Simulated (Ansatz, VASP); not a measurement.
AgCl: VASP beside Ansatz

File INCAR:

```
SYSTEM = AgCl
  PREC = Accurate
  ENCUT = 520
  EDIFF = 1E-8
  ISMEAR = -1
  SIGMA = 0.01
  LREAL = .False.
  LASPH = .True.
  NELM = 100
  ALGO = Normal
  ISIF = 2
  LWAVE = .False.
  LCHARG = .False.
  GGA = PS
  LEFG = .True.
  NBANDS = 16
```

KPOINTS

```
regular mesh
0
Gamma
  9 9 9
  0 0 0
```

Contents of POSCAR:

```
AgCl
1.0
    0.0000000000      2.7731500000      2.8286130000
    2.7731500000      0.0000000000      2.8286130000
    2.7731500000      2.7731500000      0.0000000000
Ag Cl
1 1
Direct
    0.5000000000      0.5000000000      0.5000000000
    0.0000000000      0.0000000000      0.0000000000
```

Input for Ansatz:

```yaml
crystal:
  lattice:
    - [0.0, 2.77315, 2.828613]
    - [2.77315, 0.0, 2.828613]
    - [2.77315, 2.77315, 0.0]
  atoms:
    - { symbol: Ag, position: [0.5, 0.5, 0.5] }
    - { symbol: Cl, position: [0.0, 0.0, 0.0] }
kpoints:
  mp_grid: { grid: [9, 9, 9] }
scf:
  occupations: { method: fermi_dirac, width: 0.01 }
hamiltonian:
  xc: pbesol
  pseudopotentials: { kind: all_electron, datasets: crystal }
output:
  forces: true
  stress: true
  eigenvalues: true
  efg: { contact_densities: true }
```

Change from the starting cell: zz strain of +2 %, crystal datasets.

Alike in both runs: task electric field gradients; functional PBEsol; k mesh 9 × 9 × 9; occupations fermi-dirac, width 0.01 eV; no spin polarisation.

|  | VASP | Ansatz |
| --- | --- | --- |
| version | VASP 6.6.1 | Ansatz 0.2.0 |
| potentials or method | VASP PAW PBE potentials, release 64 (Ag, Cl) | all-electron PAW with datasets made for the crystal, scalar-relativistic |
| plane-wave cutoff (eV) | 520 | see its input |

Ansatz gave:

- gap on the k mesh at the Fermi level (eV): 0.73
- pressure (GPa): -3.4
- largest component of the traceless stress (GPa): 0.11
- Vzz of the field gradient on the site that differs most (V/Å²): 9.1

**Question.** What did VASP give for the same quantities?

**Answer.** gap on the k mesh at the Fermi level (eV): 0.72; pressure (GPa): -3.5; largest component of the traceless stress (GPa): 0.10; Vzz of the field gradient on the site that differs most (V/Å²): 10.8.

Ansatz ran all-electron here, so the differences hold the error of VASP's frozen core and of both bases. Ansatz warned: «gradients_without_spin_orbit».

Caveats: the PAW data sets were made with another functional, which shifts forces and pressure a little (VASP); an odd mesh through Γ misses points on the zone boundary, where band edges often lie.
